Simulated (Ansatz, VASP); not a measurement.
One calculation of NaI, two programs

```
Na I
1.0
     2.38247   -3.39649    0.00000
     2.38247    3.39649    0.00000
     0.00000    0.00000    4.10478
Na I
1 1
Direct
  0.00000 0.00000 0.00000
  0.50000 0.50000 0.50000
```

Alike in both runs: functional PBE; dispersion D3(BJ); k mesh 6 × 6 × 6; occupations gaussian, width 0.02 eV; no spin polarisation.

Ansatz relaxed the structure, and its values are those at the end. VASP's run is a single point on that final structure, the one shown.

|  | VASP | Ansatz |
| --- | --- | --- |
| version | VASP 6.6.1 | Ansatz 0.2.0 |
| potentials or method | VASP PAW PBE potentials, release 64 (Na_pv, I) | scalar-relativistic, plane waves, PAW |
| plane-wave cutoff (eV) | 520 | 420 |
| valence electrons in the cell | 14 | 26 |

```tsv
	VASP	Ansatz	Ansatz less VASP
gap on the k mesh at the Fermi level (eV)	2.49	2.49	+0.002
least direct gap on the mesh (eV)	2.76	2.76	+0.002
pressure (GPa)	0.0	0.0	-0.01
```

The two sets of potentials don't hold the same shells in valence.

Caveats: spin-orbit coupling is left out, which moves the levels of the heavy elements. A k mesh can miss the band edges.
